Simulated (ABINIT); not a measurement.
Input of an ABINIT 10.8.3 (patched build) run:

run.abi

```
pp_dirpath "./"
pseudos "V.GGA_PBE-JTH.xml"

acell 3*1.0
rprim
    -2.8617067568     2.8617067568     2.8617067568
     2.8617067568    -2.8617067568     2.8617067568
     2.8617067568     2.8617067568    -2.8617067568
ntypat 1
znucl 23
natom 1
typat 1
xred
     0.0000000000     0.0000000000     0.0000000000

ecut 15.0
pawecutdg 30.0
pawxcdev 0

kptopt 1
ngkpt 12 12 12
nshiftk 1
shiftk 0.0 0.0 0.0

ixc 11

nband 11
occopt 5
tsmear 0.1 eV

nsppol 2
spinat
     0.0000000000     0.0000000000     2.0000000000

nstep 100
tolvrs 1.0e-9

iomode 3
prtwf 0
prteig 0
prtebands 0
prtden 1
prtvha 1
prtvclmb 1
prtpot 1
```

Potentials or basis: JTH PAW PBE v2.0.

The run is started by

```sh
$ abinit run.abi > log 2>&1
```

What does it give for the site moments?

V +0.11 μB.

Predict the pressure.

-4.9 GPa.
